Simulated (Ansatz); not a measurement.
AlN: random displacements

Theory: Ansatz 0.2.0, DFT r2SCAN, scalar-relativistic, plane waves, PAW. Settings: plane waves to 500 eV, k-mesh 6×6×6 (Γ-centred), Gaussian smearing 0.05 eV. No spin polarisation. Energies are free energies at this smearing, counted from the undisturbed cell; pressure is positive in compression.

The starting cell (as given, not relaxed at this level; this zinc-blende form isn't the usual structure):

```
Al N
1.0
     4.36799    0.00000    0.00000
     0.00000   -4.36799    0.00000
     0.00000    0.00000   -4.36799
Al N
4 4
Direct
  0.00000 0.50000 0.50000
  0.50000 0.00000 0.50000
  0.50000 0.50000 0.00000
  0.00000 0.00000 0.00000
  0.75000 0.75000 0.75000
  0.25000 0.25000 0.75000
  0.25000 0.75000 0.25000
  0.75000 0.25000 0.25000
```

After a displacement of all atoms with no net shift, the run gives ΔE = 73.9 meV/atom; stress (xx, yy, zz, yz, xz, xy; compression positive) (2.41, 2.04, 2.49, 1.83, -0.04, -1.60) GPa; gap on the mesh 3.23 eV.

```
atom Fx (eV/Å) Fy Fz
 Al1     -0.094  -1.750  -1.351
 Al2      2.011   1.465  -0.133
 Al3     -0.746  -1.246  -0.499
 Al4     -0.218   1.047  -0.043
  N5      1.480   0.324   0.917
  N6     -1.363  -1.781  -0.832
  N7     -1.434   1.883   2.213
  N8      0.364   0.059  -0.271
```

Problem. Which displacements (Å, in the unstrained cell) and strain were applied?

Solution.
```csv
atom,ux,uy,uz
Al1,0.01,0.06,0.06
Al2,-0.04,-0.07,0.00
Al3,0.03,0.04,0.03
Al4,0.01,0.00,0.00
N5,-0.07,-0.02,-0.04
N6,0.03,0.05,0.02
N7,0.05,-0.07,-0.10
N8,-0.01,0.00,0.03
```
The cell is not strained.

Cost: 1 run of about 1.5 core-minutes, on Intel Xeon Processor @ 2.50GHz (Skylake/Cascade Lake) (shared hosts).